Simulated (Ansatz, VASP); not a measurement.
**Two plane-wave programs on NaF**

File INCAR:

```
SYSTEM = NaF
ALGO = Fast
EDIFF = 1E-7
ENCUT = 520
GGA = PE
ISIF = 2
ISMEAR = 0
LASPH = .TRUE.
LCHARG = .FALSE.
LREAL = .FALSE.
LWAVE = .FALSE.
NBANDS = 14
NELM = 100
PREC = Accurate
SIGMA = 0.1
```

KPOINTS

```
k-points
0
G
  6 6 6
  0 0 0
```

POSCAR

```
NaF
1.0
    2.9789373579      0.0000000000      0.0000000000
    0.0000000000      2.9789373579      0.0000000000
    0.0000000000      0.0000000000      2.9789373579
Na F
1 1
Direct
    0.0000000000      0.0000000000      0.0000000000
    0.5000000000      0.5000000000      0.5000000000
```

Input for Ansatz:

```yaml
crystal:
  lattice:
    - [2.9789373579, 0.0, 0.0]
    - [0.0, 2.9789373579, 0.0]
    - [0.0, 0.0, 2.9789373579]
  atoms:
    - { symbol: Na, position: [0.0, 0.0, 0.0] }
    - { symbol: F, position: [0.5, 0.5, 0.5] }
basis:
  ecutwfc: 420
kpoints:
  mp_grid: { grid: [6, 6, 6] }
hamiltonian:
  xc: pbe
scf:
  occupations: { method: gaussian, width: 0.1 }
output:
  forces: true
  stress: true
  eigenvalues: true
```

Alike in both runs: task single point; functional PBE; k mesh 6 × 6 × 6; occupations gaussian, width 0.1 eV; no spin polarisation.

|  | VASP | Ansatz |
| --- | --- | --- |
| version | VASP 6.6.1 | Ansatz 0.2.0 |
| potentials or method | VASP PAW PBE potentials, release 64 (Na_pv, F) | scalar-relativistic, plane waves, PAW |
| plane-wave cutoff (eV) | 520 | 420 |
| valence electrons in the cell | 14 | 16 |

|  | VASP | Ansatz | Ansatz less VASP |
| --- | --- | --- | --- |
| gap on the k mesh at the Fermi level (eV) | 5.01 | 5.03 | +0.015 |
| least direct gap on the mesh (eV) | 5.28 | 5.29 | +0.014 |
| pressure (GPa) | -4.6 | -4.4 | +0.19 |

With one functional, cell and mesh, what is left measures potentials, basis and numerics. The two sets of potentials don't hold the same shells in valence.

A k mesh can miss the band edges.
